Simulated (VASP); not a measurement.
# LiCl (Fm-3m) in VASP: settings compared

Aim: see how the results for LiCl move with the level of theory and the settings. Levels: PBE, LDA, r2SCAN. Tasks: band structure, dielectric tensor.

Everything below comes from runs of VASP 6.6.1. Logs are shortened: lines on timing, memory, paths and dates and some standing lists are left out, and cuts for length are marked.

**The experiment to reproduce.**

A printed reference work, monograph reports, for a bulk crystal of LiCl: high-frequency dielectric constant 2.75.

The runs below are set against these values where they give the same quantity.

## (1) The crystal as given

Symmetry: Fm-3m, No. 225, cubic system. Conventional cell: a = 5.061 Å, b = 5.061 Å, c = 5.061 Å, α = 90.00°, β = 90.00°, γ = 90.00°. Around Li (site symmetry m-3m) lie 6 Cl at 2.53 Å. Around Cl (site symmetry m-3m) lie 6 Li at 2.53 Å.

## (2) Band structure, PBE

Contents of INCAR:

```
  PREC = Accurate
  ENCUT = 520
  EDIFF = 1E-7
  ISMEAR = 0
  SIGMA = 0.03
  LREAL = False
  LASPH = True
  NELM = 80
  ALGO = Normal
  ISIF = 2
  LWAVE = False
  LCHARG = False
  GGA = PE
```

Contents of KPOINTS:

```
regular mesh
0
Gamma
  10 10 10
```

Contents of POSCAR:

```
LiCl                                    
1.0
    0.0000000000      2.5305222624      2.5305222624
    2.5305222624      0.0000000000      2.5305222624
    2.5305222624      2.5305222624      0.0000000000
  Li              Cl            
     1     1
Direct
     0.0000000000000000    0.0000000000000000    0.0000000000000000
     0.5000000000000000    0.5000000000000000    0.5000000000000000
```

Contents of KPOINTS_OPT:

```
explicit points
252
Reciprocal
 0.0000000000  0.0000000000  0.0000000000 1
 0.0357142857  0.0000000000  0.0357142857 1
 0.0714285714  0.0000000000  0.0714285714 1
 0.1071428571  0.0000000000  0.1071428571 1
 0.1428571429  0.0000000000  0.1428571429 1
 0.1785714286  0.0000000000  0.1785714286 1
[... 244 lines left out ...]
 0.4898976700  0.0101023300  0.5000000000 1
 0.5101023300 -0.0101023300  0.5000000000 1
```

Potentials or basis: VASP PAW PBE potentials, release 64 (Li_sv, Cl).

On the command line:

```console
cat potpaw_PBE.64/Li_sv/POTCAR potpaw_PBE.64/Cl/POTCAR > POTCAR
mpirun -np 1 vasp_std > vasp.out
```

OUTCAR:

```text
PREC = Accurate
   ENCUT = 520
   EDIFF = 1E-7
   ISMEAR = 0
   LREAL = False
   LASPH = True
   NELM = 80
   ISIF = 2
   GGA = PE

 ion  position               nearest neighbor table
   1  0.000  0.000  0.000-   2 2.53   2 2.53   2 2.53   2 2.53   2 2.53   2 2.53
   2  0.500  0.500  0.500-   1 2.53   1 2.53   1 2.53   1 2.53   1 2.53   1 2.53

  LATTYP: Found a face centered cubic cell.
 ALAT       =     5.0610445248

  Lattice vectors:

 A1 = (   0.0000000000,   2.5305222624,   2.5305222624)
 A2 = (   2.5305222624,   0.0000000000,   2.5305222624)
 A3 = (   2.5305222624,   2.5305222624,   0.0000000000)

Analysis of symmetry for initial positions (statically):
=====================================================================
 Subroutine PRICEL returns:
 Original cell was already a primitive cell.

 Routine SETGRP: Setting up the symmetry group for a
 face centered cubic supercell.

 Subroutine GETGRP returns: Found 48 space group operations
 (whereof 48 operations were pure point group operations)
 out of a pool of 48 trial point group operations.

The static configuration has the point symmetry O_h .

Analysis of symmetry for dynamics (positions and initial velocities):
=====================================================================
 Subroutine PRICEL returns:
 Original cell was already a primitive cell.

 Routine SETGRP: Setting up the symmetry group for a
 face centered cubic supercell.

 Subroutine GETGRP returns: Found 48 space group operations
 (whereof 48 operations were pure point group operations)
 out of a pool of 48 trial point group operations.

The dynamic configuration has the point symmetry O_h .

 Subroutine INISYM returns: Found 48 space group operations
 (whereof 48 operations are pure point group operations),
 and found     1 'primitive' translations

----------------------------------------------------------------------------------------

                                     Primitive cell

  volume of cell :      32.4086

  direct lattice vectors                    reciprocal lattice vectors
     0.000000000  2.530522262  2.530522262    -0.197587671  0.197587671  0.197587671
     2.530522262  0.000000000  2.530522262     0.197587671 -0.197587671  0.197587671
     2.530522262  2.530522262  0.000000000     0.197587671  0.197587671 -0.197587671

  length of vectors
     3.578698903  3.578698903  3.578698903     0.342231885  0.342231885  0.342231885

  position of ions in fractional coordinates (direct lattice)
     0.000000000  0.000000000  0.000000000
     0.500000000  0.500000000  0.500000000

  ion indices of the primitive-cell ions
   primitive index   ion index
                 1           1
                 2           2

----------------------------------------------------------------------------------------

 KPOINTS: regular mesh

Automatic generation of k-mesh.
 Grid dimensions read from file:
 generate k-points for:   10   10   10

 Generating k-lattice:

  Cartesian coordinates                     Fractional coordinates (reciprocal lattice)
    -0.019758767  0.019758767  0.019758767     0.100000000  0.000000000  0.000000000
     0.019758767 -0.019758767  0.019758767     0.000000000  0.100000000  0.000000000
     0.019758767  0.019758767 -0.019758767     0.000000000  0.000000000  0.100000000

  Length of vectors
     0.034223188  0.034223188  0.034223188

  Shift w.r.t. Gamma in fractional coordinates (k-lattice)
     0.000000000  0.000000000  0.000000000

 Subroutine IBZKPT returns following result:
 ===========================================

 Found     47 irreducible k-points:

 Following reciprocal coordinates:
            Coordinates               Weight
  0.000000  0.000000  0.000000      1.000000
  0.100000  0.000000  0.000000      8.000000
  0.200000  0.000000  0.000000      8.000000
  0.300000  0.000000  0.000000      8.000000
  0.400000  0.000000  0.000000      8.000000
  0.500000  0.000000  0.000000      4.000000
[... 16 lines left out ...]
  0.300000  0.300000  0.000000      6.000000
  0.400000  0.300000  0.000000     24.000000
 [... further k-points ...]
   k-points           NKPTS =     47   k-points in BZ     NKDIM =     47   number of bands    NBANDS=      9
   number of dos      NEDOS =    301   number of ions     NIONS =      2
   total plane-waves  NPLWV =  21952
   dimension x,y,z NGX =    28 NGY =   28 NGZ =   28
   dimension x,y,z NGXF=    56 NGYF=   56 NGZF=   56
   ions per type =               1   1
   NGX,Y,Z   is equivalent  to a cutoff of  13.01, 13.01, 13.01 a.u.
   NGXF,Y,Z  is equivalent  to a cutoff of  26.01, 26.01, 26.01 a.u.
 SYSTEM =  unknown system
   PREC   = accura    normal or accurate (medium, high low for compatibility)
   ISTART =      0    job   : 0-new  1-cont  2-samecut
   ICHARG =      2    charge: 1-file 2-atom 10-const
   ISPIN  =      1    spin polarized calculation?
   LNONCOLLINEAR =      F non collinear calculations
   LSORBIT =      F    spin-orbit coupling
   LASPH  =      T    aspherical Exc in radial PAW
   ENCUT  =  520.0 eV  38.22 Ry    6.18 a.u.   6.65  6.65  6.65*2*pi/ulx,y,z
   NELM   =     80;   NELMIN=  2; NELMDL= -5     # of ELM steps
   EDIFF  = 0.1E-06   stopping-criterion for ELM
   LREAL  =      F    real-space projection
   EDIFFG = 0.1E-05   stopping-criterion for IOM
   NSW    =      0    number of steps for IOM
   IBRION =     -1    ionic relax: 0-MD 1-quasi-New 2-CG
   NFREE  =      0    steps in history (QN), initial steepest desc. (CG)
   ISIF   =      2    stress and relaxation
   ISYM   =      2    0-nonsym 1-usesym 2-fastsym
   POTIM  = 0.5000    time-step for ionic-motion
   TEBEG  =    0.0;   TEEND  =   0.0 temperature during run
   PSTRESS=    0.0 pullay stress
   NELECT =      10.0000    total number of electrons
   NUPDOWN=      -1.0000    fix difference up-down
   EMIN   =  10.00;   EMAX   =-10.00  energy-range for DOS
   EFERMI =   0.00;   METHOD = LEGACY
   ISMEAR =     0;   SIGMA  =   0.03  broadening in eV -4-tet -1-fermi 0-gaus
   EFERMI_NEDOS =   21; number of points for ismear=-14 and -15
   IALGO  =     38    algorithm
   IMIX   =      4    mixing-type and parameters
     AMIX     =   0.40;   BMIX     =  1.00
     AMIX_MAG =   1.60;   BMIX_MAG =  1.00
  volume/ion in A,a.u.               =      16.20       109.35
  Fermi-wavevector in a.u.,A,eV,Ry     =   1.106254  2.090516 16.650767  1.223797
  Thomas-Fermi vector in A             =   2.242752
   LORBIT       =      0    0 simple, 1 ext, 2 COOP (PROOUT), +10 PAW based schemes
   GGA     = PE    functional components
   LHFCALC =     F    Hartree Fock is set to
   AEXX    =    0.0000 exact exchange contribution
   IVDW    =     0    specifies the selected vdW correction
   LEPSILON=     F    determine dielectric tensor
   LRPA    =     F    only Hartree local field effects (RPA)
 non-spin polarized calculation
 Gauss-broadening in eV      SIGMA  =   0.03
  energy-cutoff  :      520.00
  volume of cell :       32.41
 maximum number of plane-waves:       893
   NGX = 13   NGY = 13   NGZ = 13

 number of electron      10.0000000 magnetization

 number of electron       9.9999996 magnetization

 Free energy of the ion-electron system (eV)
  ---------------------------------------------------
  ext. energy  EPLUGINS =         0.00000000
  ---------------------------------------------------
  free energy    TOTEN  =        -7.37670582 eV

  energy without entropy =       -7.37670582  energy(sigma->0) =       -7.37670582

 E-fermi :   1.0767     XC(G=0):  -8.9061

 val. band max:        0.8906329110   @ k =  -0.1000   0.1000   0.0000
 cond. band min:       7.4690961422   @ k =   0.0000   0.0000   0.0000
 fundamental gap:      6.5784632312
 Fermi energy:         1.0767008749

 k-point     1 :       0.0000    0.0000    0.0000
  band No.  band energies     occupation
      1     -42.5657      2.00000
      2     -12.6530      2.00000
      3       0.8899      2.00000
      4       0.8899      2.00000
      5       0.8899      2.00000
      6       7.4691      0.00000
      7      12.8598      0.00000
      8      12.8598      0.00000
      9      12.8598      0.00000

 k-point     2 :       0.1000    0.0000    0.0000
  band No.  band energies     occupation
      1     -42.5653      2.00000
      2     -12.5997      2.00000
      3       0.5194      2.00000
      4       0.8610      2.00000
      5       0.8610      2.00000
      6       7.7902      0.00000
      7      12.2846      0.00000
      8      12.8782      0.00000
      9      12.8782      0.00000

 k-point     3 :       0.2000    0.0000    0.0000
  band No.  band energies     occupation
      1     -42.5645      2.00000
      2     -12.4546      2.00000
      3      -0.3203      2.00000
      4       0.7882      2.00000
      5       0.7882      2.00000
      6       8.2496      0.00000
      7      11.8482      0.00000
      8      12.1278      0.00000
      9      12.1278      0.00000

 k-point     4 :       0.3000    0.0000    0.0000
  band No.  band energies     occupation
      1     -42.5634      2.00000
      2     -12.2627      2.00000
      3      -1.2060      2.00000
      4       0.7038      2.00000
      5       0.7038      2.00000
      6       8.1489      0.00000
      7      11.2049      0.00000
      8      11.2050      0.00000
      9      12.5207      0.00000
[... 205 lines left out ...]
 k-point    22 :      -0.2000    0.2000    0.0000
  band No.  band energies     occupation
      1     -42.5630      2.00000
      2     -12.1904      2.00000
      3      -1.0260      2.00000
      4      -0.1589      2.00000
      5       0.7604      2.00000
      6       9.0678      0.00000
      7      11.0486      0.00000
      8      11.2230      0.00000
      9      11.9212      0.00000

 k-point    23 :       0.3000    0.3000    0.0000
  band No.  band energies     occupation
      1     -42.5627      2.00000
      2     -12.1086      2.00000
      3      -1.1619      2.00000
      4       0.0811      2.00000
      5       0.0811      2.00000
      6       9.6027      0.00000
      7       9.9561      0.00000
      8      11.1783      0.00000
      9      13.9684      0.00000

 k-point    24 :       0.4000    0.3000    0.0000
  band No.  band energies     occupation
      1     -42.5621      2.00000
      2     -11.9647      2.00000
      3      -1.5807      2.00000
      4      -0.1662      2.00000
      5      -0.0284      2.00000
      6       9.3401      0.00000
      7       9.8654      0.00000
      8      11.7216      0.00000
      9      13.7587      0.00000

 [... further k-points ...]

------------------------ aborting loop because EDIFF is reached ----------------------------------------

  FORCE on cell =-STRESS in cart. coord.  units (eV):
  Direction    XX          YY          ZZ          XY          YZ          ZX
  --------------------------------------------------------------------------------------
  -------------------------------------------------------------------------------------
  Total        0.3532749      0.3532749      0.3532749      0.0000000      0.0000000     -0.0000000
  in kB       17.4647688     17.4647688     17.4647688      0.0000000      0.0000000     -0.0000000
  external PRESSURE =      17.4647688 kB  Pullay stress =       0.0000000 kB

 VOLUME and BASIS-vectors are now :
 -----------------------------------------------------------------------------
  energy-cutoff  :      520.00
  volume of cell :       32.41
      direct lattice vectors                 reciprocal lattice vectors
     0.000000000  2.530522262  2.530522262    -0.197587671  0.197587671  0.197587671
     2.530522262  0.000000000  2.530522262     0.197587671 -0.197587671  0.197587671
     2.530522262  2.530522262  0.000000000     0.197587671  0.197587671 -0.197587671

 POSITION                                       TOTAL-FORCE (eV/Angst)
 -----------------------------------------------------------------------------------
      0.00000      0.00000      0.00000         0.000000      0.000000     -0.000000
      2.53052      2.53052      2.53052        -0.000000     -0.000000      0.000000
 -----------------------------------------------------------------------------------
    total drift:                                0.000000      0.000000      0.000000

  FREE ENERGIE OF THE ION-ELECTRON SYSTEM (eV)
  ---------------------------------------------------
  free  energy   TOTEN  =        -7.3767058236 eV

  energy  without entropy=       -7.3767058236  energy(sigma->0) =       -7.37670582
```

Run time: 29 s. Hardware: 1 thread of Intel Xeon 6975P-C (Granite Rapids), shared host; peak memory 0.16 GiB.

What came out:

| Property | Result |
| --- | --- |
| Free energy | -7.3767 eV |
| Band gap on the k mesh | 6.58 eV, direct |
| Band gap along the path | 6.58 eV, direct |

Levels at the corners of the path, in eV from the valence-band top:
```tsv
point	band 2	band 3	band 4	band 5	band 6	band 7	band 8	band 9
Γ	-13.55	0.00	0.00	0.00	6.58	11.97	11.97	11.97
X	-12.65	-3.08	-1.18	-1.18	7.97	8.23	12.79	14.43
X	-12.65	-3.08	-1.18	-1.18	7.97	8.23	12.79	14.43
W	-12.66	-2.27	-2.27	-1.13	9.71	10.25	10.57	10.57
W	-12.66	-2.27	-2.27	-1.13	9.71	10.25	10.57	10.57
K	-12.68	-2.65	-1.90	-0.89	8.12	10.07	11.69	11.90
K	-12.68	-2.65	-1.90	-0.89	8.12	10.07	11.69	11.90
Γ	-13.55	0.00	0.00	0.00	6.58	11.97	11.97	11.97
Γ	-13.55	0.00	0.00	0.00	6.58	11.97	11.97	11.97
L	-12.92	-2.98	-0.28	-0.28	6.80	9.51	9.51	13.40
L	-12.92	-2.98	-0.28	-0.28	6.80	9.51	9.51	13.40
U	-12.68	-2.65	-1.90	-0.89	8.12	10.07	11.69	11.90
U	-12.68	-2.65	-1.90	-0.89	8.12	10.07	11.69	11.90
W	-12.66	-2.27	-2.27	-1.13	9.71	10.25	10.57	10.57
W	-12.66	-2.27	-2.27	-1.13	9.71	10.25	10.57	10.57
L	-12.92	-2.98	-0.28	-0.28	6.80	9.51	9.51	13.40
L	-12.92	-2.98	-0.28	-0.28	6.80	9.51	9.51	13.40
K	-12.68	-2.65	-1.90	-0.89	8.12	10.07	11.69	11.90
U	-12.68	-2.65	-1.90	-0.89	8.12	10.07	11.69	11.90
X	-12.65	-3.08	-1.18	-1.18	7.97	8.23	12.79	14.43
```

Caveat: the cutoff is under 1.25 times the usual one of these potentials, so pressure, stress and relaxed cells hold a basis-set (Pulay) error.

## (3) Band structure, LDA

INCAR, as its differences from that of step 2:

```diff
@@ -12,2 +12,2 @@
   LCHARG = False
-  GGA = PE
+  GGA = CA
```

KPOINTS is that of step 2.

POSCAR is that of step 2.

KPOINTS_OPT is that of step 2.

Potentials or basis: VASP PAW LDA potentials, release 64 (Li_sv, Cl).

On the command line:

```console
cat potpaw_LDA.64/Li_sv/POTCAR potpaw_LDA.64/Cl/POTCAR > POTCAR
mpirun -np 1 vasp_std > vasp.out
```

Run time: 28 s. Hardware: 1 thread of Intel Xeon 6975P-C (Granite Rapids), shared host; peak memory 0.15 GiB.

The run converged. Its results:

```
Free energy             : -8.0842 eV
Band gap on the k mesh  : 6.24 eV, direct
Band gap along the path : 6.24 eV, indirect (least direct gap 6.24 eV)
```

Levels at the corners of the path, in eV from the valence-band top:
```
point  band 3  band 4  band 5  band 6  band 7  band 8
    Γ   -0.01   -0.01   -0.01    6.24   11.77   11.77
    X   -3.19   -1.22   -1.22    7.73    7.94   12.43
    X   -3.19   -1.22   -1.22    7.73    7.94   12.43
    W   -2.35   -2.35   -1.17    9.49    9.91   10.30
    W   -2.35   -2.35   -1.17    9.49    9.91   10.30
    K   -2.75   -1.97   -0.92    7.83    9.83   11.39
    K   -2.75   -1.97   -0.92    7.83    9.83   11.39
    Γ   -0.01   -0.01   -0.01    6.24   11.77   11.77
    Γ   -0.01   -0.01   -0.01    6.24   11.77   11.77
    L   -3.07   -0.28   -0.28    6.45    9.22    9.22
    L   -3.07   -0.28   -0.28    6.45    9.22    9.22
    U   -2.75   -1.97   -0.92    7.83    9.83   11.39
    U   -2.75   -1.97   -0.92    7.83    9.83   11.39
    W   -2.35   -2.35   -1.17    9.49    9.91   10.30
    W   -2.35   -2.35   -1.17    9.49    9.91   10.30
    L   -3.07   -0.28   -0.28    6.45    9.22    9.22
    L   -3.07   -0.28   -0.28    6.45    9.22    9.22
    K   -2.75   -1.97   -0.92    7.83    9.83   11.39
    U   -2.75   -1.97   -0.92    7.83    9.83   11.39
    X   -3.19   -1.22   -1.22    7.73    7.94   12.43
```

Caveat: the cutoff is under 1.25 times the usual one of these potentials, so pressure, stress and relaxed cells hold a basis-set (Pulay) error.

## (4) Band structure, r2SCAN

INCAR, as its differences from that of step 3:

```diff
@@ -12,2 +12,3 @@
   LCHARG = False
-  GGA = CA
+  METAGGA = R2SCAN
+  LMIXTAU = True
```

KPOINTS is that of step 3.

POSCAR is that of step 3.

KPOINTS_OPT is that of step 3.

Potentials or basis: VASP PAW PBE potentials, release 64 (Li_sv, Cl).

On the command line:

```console
cat potpaw_PBE.64/Li_sv/POTCAR potpaw_PBE.64/Cl/POTCAR > POTCAR
mpirun -np 1 vasp_std > vasp.out
```

Run time: 1.9 min. Hardware: 1 thread of Intel Xeon 6975P-C (Granite Rapids), shared host; peak memory 0.16 GiB.

It converged, with:

```yaml
Free_energy: -12.5870 eV
Band_gap_on_the_k_mesh: 7.57 eV, direct
Band_gap_along_the_path: 7.56 eV, direct
```

Levels at the corners of the path, in eV from the valence-band top:
```csv
point,band 2,band 3,band 4,band 5,band 6,band 7,band 8,band 9
Γ,-14.13,0.00,0.00,0.00,7.56,12.69,12.69,12.69
X,-13.21,-3.13,-1.20,-1.20,8.86,8.88,13.95,15.76
X,-13.21,-3.13,-1.20,-1.20,8.86,8.88,13.95,15.76
W,-13.23,-2.30,-2.30,-1.14,10.65,11.19,11.38,11.38
W,-13.23,-2.30,-2.30,-1.14,10.65,11.19,11.38,11.38
K,-13.25,-2.69,-1.92,-0.91,8.93,10.91,12.67,12.88
K,-13.25,-2.69,-1.92,-0.91,8.93,10.91,12.67,12.88
Γ,-14.13,0.00,0.00,0.00,7.56,12.69,12.69,12.69
Γ,-14.13,0.00,0.00,0.00,7.56,12.69,12.69,12.69
L,-13.50,-3.01,-0.29,-0.29,7.58,10.33,10.33,14.66
L,-13.50,-3.01,-0.29,-0.29,7.58,10.33,10.33,14.66
U,-13.25,-2.69,-1.92,-0.91,8.93,10.91,12.67,12.88
U,-13.25,-2.69,-1.92,-0.91,8.93,10.91,12.67,12.88
W,-13.23,-2.30,-2.30,-1.14,10.65,11.19,11.38,11.38
W,-13.23,-2.30,-2.30,-1.14,10.65,11.19,11.38,11.38
L,-13.50,-3.01,-0.29,-0.29,7.58,10.33,10.33,14.67
L,-13.50,-3.01,-0.29,-0.29,7.58,10.33,10.33,14.67
K,-13.25,-2.69,-1.92,-0.91,8.93,10.91,12.67,12.88
U,-13.25,-2.69,-1.92,-0.91,8.93,10.91,12.67,12.88
X,-13.21,-3.13,-1.20,-1.20,8.86,8.88,13.95,15.76
```

Caveat: the cutoff is under 1.25 times the usual one of these potentials, so pressure, stress and relaxed cells hold a basis-set (Pulay) error; the PAW data sets were made with another functional, which shifts forces and pressure a little.

(Part 1 of 2 ends here.)
